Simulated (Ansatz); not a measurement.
## The perfect armchair MoS2 nanoribbon (N = 9, bare edges)

Aim: is the armchair MoS2 nanoribbon (N = 9, bare edges) a metal or a semiconductor?

Method: DFT PBE, plane waves, PAW; relaxation of a wire's period, in the first sound run; inputs show where later runs differ, in Ansatz 0.2.0.

## 1. The starting structure

The cell holds 27 atoms: 9 Mo and 18 S. Cell: a = 19.720 Å, b = 10.120 Å, c = 5.508 Å, α = 90.0°, β = 90.0°, γ = 90.0°. Vacuum lies along a and b. The structure's axis is c.

## 2. Relaxing the period

Band widths follow the bond lengths, so the wire is relaxed first. The atoms and the third cell vector are free; the box across stays fixed as vacuum. Moments are seeded so that a magnetic state can form if it lies lower. A Fermi-Dirac smearing is set since the result may be a metal. The pressure printed is a third of the stress's trace over the whole box, vacuum included; only the stress along the axis is relaxed.

input.yaml reads:

```yaml
crystal:
  lattice:
    - [19.72, 0.0, 0.0]
    - [0.0, 10.12, 0.0]
    - [0.0, 0.0, 5.5079215681]
  atoms:
    - { symbol: Mo, position: [0.177484787, 0.5, 0.0], spin: 0.3 }
    - { symbol: Mo, position: [0.338742394, 0.5, 0.0] }
    - { symbol: Mo, position: [0.5, 0.5, 0.0] }
    - { symbol: Mo, position: [0.661257606, 0.5, 0.0] }
    - { symbol: Mo, position: [0.822515213, 0.5, 0.0], spin: 0.3 }
    - { symbol: S, position: [0.177484787, 0.654150198, 0.333333333] }
    - { symbol: S, position: [0.177484787, 0.345849802, 0.333333333] }
    - { symbol: S, position: [0.338742394, 0.654150198, 0.333333333] }
    - { symbol: S, position: [0.338742394, 0.345849802, 0.333333333] }
    - { symbol: S, position: [0.5, 0.654150198, 0.333333333] }
    - { symbol: S, position: [0.5, 0.345849802, 0.333333333] }
    - { symbol: S, position: [0.661257606, 0.654150198, 0.333333333] }
    - { symbol: S, position: [0.661257606, 0.345849802, 0.333333333] }
    - { symbol: S, position: [0.822515213, 0.654150198, 0.333333333] }
    - { symbol: S, position: [0.822515213, 0.345849802, 0.333333333] }
    - { symbol: Mo, position: [0.25811359, 0.5, 0.5] }
    - { symbol: Mo, position: [0.419371197, 0.5, 0.5] }
    - { symbol: Mo, position: [0.580628803, 0.5, 0.5] }
    - { symbol: Mo, position: [0.74188641, 0.5, 0.5] }
    - { symbol: S, position: [0.25811359, 0.654150198, 0.833333333] }
    - { symbol: S, position: [0.25811359, 0.345849802, 0.833333333] }
    - { symbol: S, position: [0.419371197, 0.654150198, 0.833333333] }
    - { symbol: S, position: [0.419371197, 0.345849802, 0.833333333] }
    - { symbol: S, position: [0.580628803, 0.654150198, 0.833333333] }
    - { symbol: S, position: [0.580628803, 0.345849802, 0.833333333] }
    - { symbol: S, position: [0.74188641, 0.654150198, 0.833333333] }
    - { symbol: S, position: [0.74188641, 0.345849802, 0.833333333] }
magnetization:
  spin_polarized: true
kpoints:
  mp_grid: { grid: [1, 1, 15] }
scf:
  occupations: { method: fermi_dirac, width: 0.05 }
hamiltonian:
  xc: pbe
relax:
  cell: { fix: [a, b, alpha, beta, gamma] }
  max_steps: 45
  f_tol: 0.03
```

Command:

```sh
> ansatz run input.yaml --threads 4 --pin off --max-ram 16384MiB --backend cpu --events-out ev --progress --plain --runs-dir out
```

Numbers of over 12 decimals in the logs are rounded to 6 here.

Output:

```text
Engine: ansatz 0.2.0, x86_64-unknown-linux-gnu
Pseudopotentials: kind: paw
Pseudopotential: Mo, paw, valence charge 14, recommended cutoff 420 eV (normal), Mo.paw.azcp
Pseudopotential: S, paw, valence charge 6, recommended cutoff 420 eV (normal), S.paw.azcp
Functional definition: PBE
  parameter kappa = 0.804
  parameter beta = 0.066725
  exchange = pbe_x(kappa = kappa, mu = beta*pi^2/3)
  correlation = pbe_c(beta = beta)
Crystal: 27 atoms, lattice volume = 1099.196 Å³
Basis set: ecut = 420 eV, 21447 PW (Γ), exchange–correlation on 270×144×80 points (8 copies of the dense FFT grid, shifted against one another)
Bands: 145, of which v1, the nominal top of the filled ones, is band 117 counted from 1 (116 counted from 0)
Symmetry: 4 space group operations
Space group: Pmm2 (ITA 25), of the structure as read, at distance tolerance 1.0e-4 Å
Magnetic group: BNS 25.57 (UNI 155), of the structure as read, at distance tolerance 1.0e-4 Å
k-points: 8 of 15 (time reversal used)
Non-local potential: Mo, projectors of the file, l = 0: 3, l = 1: 2, l = 2: 2, l = 3: 1
Non-local potential: S, projectors of the file, l = 0: 2, l = 1: 2, l = 2: 2
PAW form: soft (Blöchl's): semilocal exchange-correlation on the pseudo side does not see the compensation charge
PAW one-centre angular grid: Mo, 590 points (default); XC on 64 Gauss nodes
PAW one-centre angular grid: S, 110 points (default); XC on 64 Gauss nodes
Initial density: superposition of atomic densities (neutral atoms: chi_scale 0, normalization atom)
Starting moments: Σ|m| = 0.6 μB on 2 of 27 sites
Initial wavefunctions: pseudopotential atomic-orbital guess
Functional: x = pbe(κ = 0.804, μ = 0.219515), c = pbe(β = 0.066725)
SCF iter   1: F=—  HF=-60870.842753 eV  |F-HF|=—  |Δ(HF+E_count)|=         —  Δρ=3.05e-2 (↑3.05e-2 ↓2.99e-2)  dr2=6.82e1  dr2_m=8.59e-3  M=0.148 μB ∫|m|=0.546 μB  β_m=0.30  ethr=3.10e-3  ⟨swp⟩=8.0  Hψ=10286  notcnv=0
Mixer restart at iter 1: flushing history
preconditioner: auto → LDOS  [metal: Δε(μ)=0.071 eV  Ē_g=8.108 eV  σ=0.050 eV  W_gap=0.34  n_scr=168 (ndim 8)  ℏωp=14.3 eV  f_vac=0.476  D(μ)=2.78/eV (n_scr^D=6)]
spin=Collinear: LDOS preconditioning applied to the charge; magnetization (m = ρ↑ − ρ↓) channel mixes plain (no charge-response kernel on spin).
SCF iter   2: F=—  HF=-60859.135927 eV  |F-HF|=—  |Δ(HF+E_count)|=    1.17e1  Δρ=1.24e-2 (↑1.24e-2 ↓1.21e-2)  dr2=1.54e1  dr2_m=5.87e-3  M=0.028 μB ∫|m|=0.564 μB  β_m=0.30  ethr=3.10e-3  ⟨swp⟩=3.0  Hψ=5150  notcnv=0  defer=235
preconditioner: auto → Resta (q_TF=auto, 2.108 Å⁻¹)  ε∞=4.9  [insulator: Δε(μ)=0.287 eV  Ē_g=7.246 eV  σ=0.050 eV  W_gap=0.89  n_scr=168 (ndim 8)  ℏωp=14.3 eV  f_vac=0.483  D(μ)=0.66/eV (n_scr^D=2)  ε∞_Penn≈4.9  vacuum switching on, ρ_ref=3.8e-3 e/Å³]
spin=Collinear: Resta preconditioning applied to the charge; magnetization (m = ρ↑ − ρ↓) channel mixes plain (no charge-response kernel on spin).
SCF iter   3: F=—  HF=-60857.586394 eV  |F-HF|=—  |Δ(HF+E_count)|=    1.55e0  Δρ=8.26e-3 (↑8.26e-3 ↓8.18e-3)  dr2=3.64e0  dr2_m=3.09e-3  M=0.051 μB ∫|m|=0.536 μB  β_m=0.42  ethr=3.10e-3  ⟨swp⟩=3.1  Hψ=3482  notcnv=0  defer=196
SCF iter   4: F=—  HF=-60856.905155 eV  |F-HF|=—  |Δ(HF+E_count)|=   6.81e-1  Δρ=4.34e-3 (↑4.34e-3 ↓4.33e-3)  dr2=1.59e0  dr2_m=1.17e-3  M=0.053 μB ∫|m|=0.470 μB  β_m=0.44  ethr=1.55e-3  ⟨swp⟩=3.1  Hψ=3452  notcnv=0  defer=196
SCF iter   5: F=—  HF=-60856.755462 eV  |F-HF|=—  |Δ(HF+E_count)|=   1.50e-1  Δρ=2.13e-3 (↑2.13e-3 ↓2.12e-3)  dr2=3.73e-1  dr2_m=6.51e-4  M=0.035 μB ∫|m|=0.425 μB  β_m=0.43  ethr=6.79e-4  ⟨swp⟩=3.9  Hψ=3973  notcnv=0  defer=200
SCF iter   6: F=—  HF=-60856.728101 eV  |F-HF|=—  |Δ(HF+E_count)|=   2.74e-2  Δρ=8.23e-4 (↑7.74e-4 ↓8.23e-4)  dr2=4.08e-2  dr2_m=4.05e-4  M=0.036 μB ∫|m|=0.377 μB  β_m=0.52  ethr=1.60e-4  ⟨swp⟩=2.1  Hψ=3113  notcnv=0  defer=200
SCF iter   7: F=—  HF=-60856.732772 eV  |F-HF|=—  |Δ(HF+E_count)|=         —  Δρ=6.23e-4 (↑6.23e-4 ↓4.93e-4)  dr2=1.93e-2  dr2_m=1.54e-3  M=0.015 μB ∫|m|=0.233 μB  β_m=0.52  ethr=1.74e-5  ⟨swp⟩=2.0  Hψ=3191  notcnv=0  defer=200
SCF iter   8: F=—  HF=-60856.732919 eV  |F-HF|=—  |Δ(HF+E_count)|=   1.47e-4  Δρ=3.59e-4 (↑3.59e-4 ↓2.92e-4)  dr2=3.62e-3  dr2_m=6.93e-4  M=0.011 μB ∫|m|=0.178 μB  β_m=0.76  ethr=8.25e-6  ⟨swp⟩=2.0  Hψ=3108  notcnv=0  defer=200
SCF iter   9: F=—  HF=-60856.735067 eV  |F-HF|=—  |Δ(HF+E_count)|=   2.15e-3  Δρ=4.09e-4 (↑4.05e-4 ↓4.09e-4)  dr2=1.70e-2  dr2_m=2.01e-4  M=0.007 μB ∫|m|=0.106 μB  β_m=0.49  ethr=1.55e-6  ⟨swp⟩=2.0  Hψ=3962  notcnv=0  defer=200  recentre
SCF iter  10: F=—  HF=-60856.733382 eV  |F-HF|=—  |Δ(HF+E_count)|=   1.69e-3  Δρ=1.14e-4 (↑1.08e-4 ↓1.14e-4)  dr2=1.48e-4  dr2_m=1.01e-4  M=0.005 μB ∫|m|=0.082 μB  β_m=0.76  ethr=1.55e-6  ⟨swp⟩=2.0  Hψ=3782  notcnv=0  defer=200
SCF iter  11: F=—  HF=-60856.733454 eV  |F-HF|=—  |Δ(HF+E_count)|=   7.26e-5  Δρ=5.03e-5 (↑4.22e-5 ↓5.03e-5)  dr2=3.13e-5  dr2_m=1.77e-5  M=0.002 μB ∫|m|=0.036 μB  β_m=0.88  ethr=6.31e-8  ⟨swp⟩=2.8  Hψ=4383  notcnv=0  defer=200
SCF iter  12: F=—  HF=-60856.733521 eV  |F-HF|=—  |Δ(HF+E_count)|=   6.63e-5  Δρ=3.70e-5 (↑3.50e-5 ↓3.70e-5)  dr2=1.16e-4  dr2_m=3.54e-6  M=0.001 μB ∫|m|=0.016 μB  β_m=0.88  ethr=1.34e-8  ⟨swp⟩=2.8  Hψ=4367  notcnv=0  defer=200
SCF iter  13: F=—  HF=-60856.733525 eV  |F-HF|=—  |Δ(HF+E_count)|=   4.61e-6  Δρ=3.63e-5 (↑3.46e-5 ↓3.63e-5)  dr2=1.31e-4  dr2_m=2.01e-6  M=0.001 μB ∫|m|=0.012 μB  β_m=0.67  ethr=1.34e-8  ⟨swp⟩=2.0  Hψ=4167  notcnv=0  defer=200
SCF iter  14: F=—  HF=-60856.733517 eV  |F-HF|=—  |Δ(HF+E_count)|=   8.03e-6  Δρ=1.69e-5 (↑1.69e-5 ↓1.68e-5)  dr2=2.97e-5  dr2_m=7.40e-7  M=0.000 μB ∫|m|=0.007 μB  β_m=0.62  ethr=1.34e-8  ⟨swp⟩=2.0  Hψ=3229  notcnv=0  defer=200
SCF iter  15: F=—  HF=-60856.733516 eV  |F-HF|=—  |Δ(HF+E_count)|=   1.64e-6  Δρ=7.66e-6 (↑7.66e-6 ↓7.07e-6)  dr2=4.11e-6  dr2_m=2.71e-7  M=0.000 μB ∫|m|=0.004 μB  β_m=0.59  ethr=1.27e-8  ⟨swp⟩=1.9  Hψ=2400  notcnv=0  defer=200
SCF iter  16: F=—  HF=-60856.733516 eV  |F-HF|=—  |Δ(HF+E_count)|=   3.29e-8  Δρ=3.31e-6 (↑3.31e-6 ↓2.93e-6)  dr2=1.98e-7  dr2_m=7.57e-8  M=0.000 μB ∫|m|=0.002 μB  β_m=0.69  ethr=1.76e-9  ⟨swp⟩=2.0  Hψ=3830  notcnv=0  defer=200
SCF iter  17: F=—  HF=-60856.733516 eV  |F-HF|=—  |Δ(HF+E_count)|=   1.67e-7  Δρ=1.85e-6 (↑1.58e-6 ↓1.85e-6)  dr2=1.12e-7  dr2_m=2.00e-8  M=0.000 μB ∫|m|=0.001 μB  β_m=0.69  ethr=8.45e-11  ⟨swp⟩=2.8  Hψ=4331  notcnv=0  defer=200
SCF iter  18: F=—  HF=-60856.733516 eV  |F-HF|=—  |Δ(HF+E_count)|=   3.23e-8  Δρ=1.24e-6 (↑1.24e-6 ↓9.33e-7)  dr2=7.90e-8  dr2_m=6.15e-9  M=0.000 μB ∫|m|=0.001 μB  β_m=0.64  ethr=4.80e-11  ⟨swp⟩=2.0  Hψ=4204  notcnv=0  defer=200
[...]
SCF iter   2: F=—  HF=-60857.461631 eV  |F-HF|=—  |Δ(HF+E_count)|=   1.96e-4  Δρ=1.08e-6 (↑1.08e-6 ↓1.06e-6)  dr2=1.20e-8  dr2_m=4.56e-12  M=0.000 μB ∫|m|=0.000 μB  β_m=0.58  ethr=2.56e-11  ⟨swp⟩=3.2  Hψ=6113  notcnv=0
SCF iter   3: F=—  HF=-60857.461631 eV  |F-HF|=—  |Δ(HF+E_count)|=   6.07e-9  Δρ=5.29e-7 (↑5.29e-7 ↓5.23e-7)  dr2=7.42e-9  dr2_m=1.09e-12  M=0.000 μB ∫|m|=0.000 μB  β_m=0.61  ethr=5.12e-12  ⟨swp⟩=2.0  Hψ=3354  notcnv=0
SCF iter   4: F=—  HF=-60857.461631 eV  |F-HF|=—  |Δ(HF+E_count)|=   1.30e-9  Δρ=2.04e-7 (↑2.04e-7 ↓2.03e-7)  dr2=3.71e-9  dr2_m=2.27e-13  M=0.000 μB ∫|m|=0.000 μB  β_m=0.55  ethr=3.17e-12  ⟨swp⟩=2.0  Hψ=3208  notcnv=0
SCF iter   5: F=—  HF=-60857.461631 eV  |F-HF|=—  |Δ(HF+E_count)|=  1.67e-10  Δρ=8.43e-8 (↑8.43e-8 ↓8.29e-8)  dr2=7.64e-10  dr2_m=7.43e-14  M=0.000 μB ∫|m|=0.000 μB  β_m=0.51  ethr=1.58e-12  ⟨swp⟩=1.6  Hψ=2352  notcnv=0
SCF iter   6: F=-60857.461631 eV  HF=-60857.461631 eV  |F-HF|=6.55e-11  |Δ(HF+E_count)|=  5.82e-11  Δρ=3.10e-8 (↑2.99e-8 ↓3.10e-8)  dr2=5.12e-11  dr2_m=3.05e-14  M=0.000 μB ∫|m|=0.000 μB  ethr=1.00e-12  ⟨swp⟩=3.0  Hψ=7094  notcnv=0
the starting moments were not kept: the SCF closed with an absolute magnetisation of 1.3e-6 μB, where they sum to 0.6 μB in size (2 sites). That is at most 0.1 of that sum. Measured as dr2_m measures the in/out step, that magnetisation stands 6.0e-14 eV from none, at or under the dr2_threshold of 2.7e-10 eV: it is no larger than a step whose dr2_m would equal this threshold.
SCF 7 converged in 6 iterations: F = -60857.461631 eV  dr2 = 5.12e-11
relax step   7: F+E_penalty+E_count = -60857.46163067 eV  Δ(F+E_penalty+E_count) = +2.907e-4 eV  max|allowed force component| = 2.634e-2 eV/Å  Δτ_max = 0.0000 Å  P = +0.022 GPa  Ω = 1092.995 Å³  fix = [a, b, alpha, beta, gamma]  reactions: a +0.003, b +0.048 GPa  stress off target by 1.64e-2 GPa on what of the cell is left free  SCF on the basis re-selected at this cell (its energy is not comparable with the rows above)  (6 SCF iters)
basis re-selected at this cell: Δ(F+E_penalty+E_count) = +2.907e-4 eV, ΔP = +0.000 GPa vs the last step (what re-selecting the basis moved, of the pressure what is left beyond the Pulay correction that the steps carried, after the strain that the cell walked since its last selection, with what the two solves' SCF thresholds leave and, on support functions, any second-order correction that the steps lacked; it is no m [...]
SCF converged after 6 iterations
Magnetization: 0.0000 μB (117.0000 up, 117.0000 down)
Absolute magnetization: 0.0000 μB (∫|ρ↑−ρ↓|, with the PAW one-centre terms)
Spin contamination: 0.0000 ħ² per cell (⟨S²⟩ above its minimum at these occupations)
Per-site moments (μB) at R_I (Å): [(1.7167742842752072e-7, 0.943066), (-6.767321856284218e-8, 0.992952), (1.7021002974645248e-8, 0.992785), (-6.767321856528385e-8, 0.992952), (1.7167742834898917e-7, 0.943066), (-3.9135535714027785e-8, 0.943066), (-3.913553563310388e-8, 0.943066), (2.872544250504149e-9, 0.995309), (2.8725443033930967e-9, 0.995309), (-4.09191183129607e-9, 0.992785), (-4.091911806895253e-9, 0.992785), ( [...]
Free energy (F): -60857.461631 eV
Harris-Foulkes:  -60857.461631 eV  (|F-HF|=6.55e-11)
Internal energy: -60857.456677 eV  (E = F + TS)
E sigma→0 (E₀):  -60857.459154 eV
Entropy (-TS):   -0.004953 eV (-0.183 meV/atom)
Fermi energy:    1.834012 eV
--- Per-component energies (eV) ---
  E_band       = -3459.186987
  E_kinetic    = 5888.340233
  E_local      = -67424.041110  (includes V_loc(G=0)·N_el)
  E_nonlocal   = 1795.693195
  E_hartree    = 30645.320071
  E_xc         = -3395.145308
  E_vxc        = -3628.909664  (∫ρ·V_xc dr)
  E_paw        = -39614.372925  (= ΣΔE_a)
  E_vpaw       = -1380.909804  (= ΣTr[D̂ρ^β])
  E_aug_tail   = 0.000384  (compensation charges beyond the density's cutoff)
  E_ewald      = 11246.748783
  E_smearing   = -0.004953  (= −TS)
  E_closure    = 0.000000  (closes the sum)
  Σ components = -60857.461631   (vs F -60857.461631, Δ=0.00e0)
--- Forces (eV/Å), atoms counted from 1 ---
  atom   1  Mo     0.02634324    -0.00000000    -0.02260773
  atom   2  Mo    -0.00089296     0.00000000    -0.00400454
  atom   3  Mo    -0.00000000     0.00000000    -0.00355406
  atom   4  Mo     0.00089296    -0.00000000    -0.00400454
  atom   5  Mo    -0.02634324     0.00000000    -0.02260773
  atom   6  S     -0.00988941     0.01152040     0.01184405
  atom   7  S     -0.00988941    -0.01152040     0.01184405
  atom   8  S     -0.00279729    -0.00090552     0.00025044
  atom   9  S     -0.00279729     0.00090552     0.00025044
  atom  10  S      0.00000000    -0.00239146     0.00187956
  atom  11  S     -0.00000000     0.00239146     0.00187956
  atom  12  S      0.00279729    -0.00090552     0.00025044
  atom  13  S      0.00279729     0.00090552     0.00025044
  atom  14  S      0.00988941     0.01152040     0.01184405
  atom  15  S      0.00988941    -0.01152040     0.01184405
  atom  16  Mo     0.00690165    -0.00000000     0.00943230
  atom  17  Mo    -0.00281655     0.00000000     0.00078950
  atom  18  Mo     0.00281655    -0.00000000     0.00078950
  atom  19  Mo    -0.00690165     0.00000000     0.00943230
  atom  20  S     -0.00272833    -0.00380643    -0.00430928
  atom  21  S     -0.00272833     0.00380643    -0.00430928
  atom  22  S     -0.00003454    -0.00121618     0.00035859
  atom  23  S     -0.00003454     0.00121618     0.00035859
  atom  24  S      0.00003454    -0.00121618     0.00035859
  atom  25  S      0.00003454     0.00121618     0.00035859
  atom  26  S      0.00272833    -0.00380643    -0.00430928
  atom  27  S      0.00272833     0.00380643    -0.00430928
  max |Σ_I F_I| component: 6.71e-7 eV/Å
--- Stress (GPa, compression-positive) ---
        0.002627      -0.000000      -0.000000
       -0.000000       0.048440      -0.000000
       -0.000000      -0.000000       0.016356
  P = ⅓ Tr σ = 0.0225 GPa (0.225 kbar)
--- Relaxed structure (6 steps of the walk, 6 accepted, 1 SCFs on fresh bases) ---
  F+E_penalty+E_count = -60857.46163067 eV   max|allowed force component| = 2.634e-2 eV/Å   (the final SCF, on the basis selected at the relaxed cell)
  cell:  # Å, volume = 1092.9954 Å³
    - [19.72, 0.0, 0.0]
    - [0.0, 10.12, 0.0]
    - [0.0, 0.0, 5.476851]
  atoms:
    - { symbol: Mo, position: [0.185968, 0.5, 0.021887] }
    - { symbol: Mo, position: [0.338210, 0.5, -0.00566464] }
    - { symbol: Mo, position: [0.500000, 0.5, 0.00113929] }
    - { symbol: Mo, position: [0.661790, 0.5, -0.00566464] }
    - { symbol: Mo, position: [0.814032, 0.5, 0.021887] }
    - { symbol: S, position: [0.172893, 0.653657, 0.324248] }
    - { symbol: S, position: [0.172893, 0.346343, 0.324248] }
    - { symbol: S, position: [0.336627, 0.651564, 0.334375] }
    - { symbol: S, position: [0.336627, 0.348436, 0.334375] }
    - { symbol: S, position: [0.500000, 0.655308, 0.333937] }
    - { symbol: S, position: [0.500000, 0.344692, 0.333937] }
    - { symbol: S, position: [0.663373, 0.651564, 0.334375] }
    - { symbol: S, position: [0.663373, 0.348436, 0.334375] }
    - { symbol: S, position: [0.827107, 0.653657, 0.324248] }
    - { symbol: S, position: [0.827107, 0.346343, 0.324248] }
    - { symbol: Mo, position: [0.253439, 0.5, 0.508390] }
    - { symbol: Mo, position: [0.419407, 0.5, 0.499565] }
    - { symbol: Mo, position: [0.580593, 0.5, 0.499565] }
    - { symbol: Mo, position: [0.746561, 0.5, 0.508390] }
    - { symbol: S, position: [0.258342, 0.657923, 0.828685] }
    - { symbol: S, position: [0.258342, 0.342077, 0.828685] }
    - { symbol: S, position: [0.419459, 0.654665, 0.833350] }
    - { symbol: S, position: [0.419459, 0.345335, 0.833350] }
    - { symbol: S, position: [0.580541, 0.654665, 0.833350] }
    - { symbol: S, position: [0.580541, 0.345335, 0.833350] }
    - { symbol: S, position: [0.741658, 0.657923, 0.828685] }
    - { symbol: S, position: [0.741658, 0.342077, 0.828685] }
```

Wall time 10 min (4 threads of Intel Xeon Platinum 8259CL at 2.50GHz (Skylake/Cascade Lake), shared host); peak memory 4 GiB; 39 min of CPU time.

Step by step:

| step | energy less that of the first step (eV) | largest force component (eV/Å) | pressure (GPa) | volume (Å³) |
| --- | --- | --- | --- | --- |
| 1 | 0.0000 | 1.8967 | -0.82 | 1099.20 |
| 2 | -0.6446 | 0.7398 | 0.28 | 1089.11 |
| 3 | -0.7070 | 0.2831 | 0.02 | 1093.01 |
| 4 | -0.7248 | 0.1513 | 0.03 | 1092.12 |
| 5 | -0.7279 | 0.0402 | 0.00 | 1093.34 |
| 6 | -0.7284 | 0.0264 | 0.02 | 1093.00 |
| 7* | -0.7281 | 0.0263 | 0.02 | 1093.00 |

Relaxation steps marked * repeat the geometry before them on a plane-wave basis chosen anew for their cell, so energy and pressure can jump there.

The run keeps the 4 symmetry operations that it works with, so distortions that break them were not tested.

| cell as run | before | after | change |
| --- | --- | --- | --- |
| c (Å) | 5.508 | 5.477 | -0.6 % |

The atoms that moved most (Å, along periodic axes as changes of fractional coordinates times the final cell, across vacuum about the mean position):

| atom | dx | dy | dz | length |
| --- | --- | --- | --- | --- |
| Mo1 | 0.167 | 0.000 | 0.120 | 0.206 |
| Mo5 | -0.167 | 0.000 | 0.120 | 0.206 |
| S15 | 0.091 | 0.005 | -0.050 | 0.103 |
| S14 | 0.091 | -0.005 | -0.050 | 0.103 |
| S7 | -0.091 | 0.005 | -0.050 | 0.103 |
| S6 | -0.091 | -0.005 | -0.050 | 0.103 |
| Mo19 | 0.092 | 0.000 | 0.046 | 0.103 |
| Mo16 | -0.092 | 0.000 | 0.046 | 0.103 |

This step gave:

```
energy at zero smearing    : -60857.4592 eV
cell length along the wire : 5.477 Å
```

The cell's length comes to 5.477 Å with no moment.

[end of part 1 of 3]

[Logs are printed without paths, hosts, clocks, repeated set-up lines and the standing remarks that a program may print on its own settings, such as how far it seeks lower states.]

[Hosts, paths, dates, database ids (printed as entryN), source tags and the programs' standing remarks are cut or masked in the printed files.]
